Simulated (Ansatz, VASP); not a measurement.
## Pt in VASP and in Ansatz

```
Pt
1.0
     0.00000    2.79308    2.79308
     2.79308    0.00000    2.79308
     2.79308    2.79308    0.00000
Pt
2
Cartesian
  0.6983 0.6983 0.6983
  4.8879 4.8879 4.8879
```

Alike in both runs: task single point; functional RPBE; k mesh 11 × 11 × 11; occupations fermi-dirac, width 0.1 eV; no spin polarisation.

```csv
,VASP,Ansatz
version,VASP 6.6.1,Ansatz 0.2.0
potentials or method,"VASP PAW PBE potentials, release 64 (Pt)","plane waves (420 eV) with PAW, scalar-relativistic"
plane-wave cutoff (eV),520,420
valence electrons in the cell,20,36
```

Ansatz gave:

| Item | Value |
| --- | --- |
| pressure (GPa) | 18.4 |

**Question.** What did VASP give for the same quantities?

**Answer.** Pressure (GPa): 17.6.

With one functional, cell and mesh, what is left measures potentials, basis and numerics. The two sets of potentials don't hold the same shells in valence.

Caveats: so large a pressure means that the cell lies far from this level's equilibrium, or that cutoff or potentials fall short (VASP); the potentials were made for another functional, which shifts forces and pressure (VASP). Spin-orbit coupling is left out, which matters for the levels of Pt.
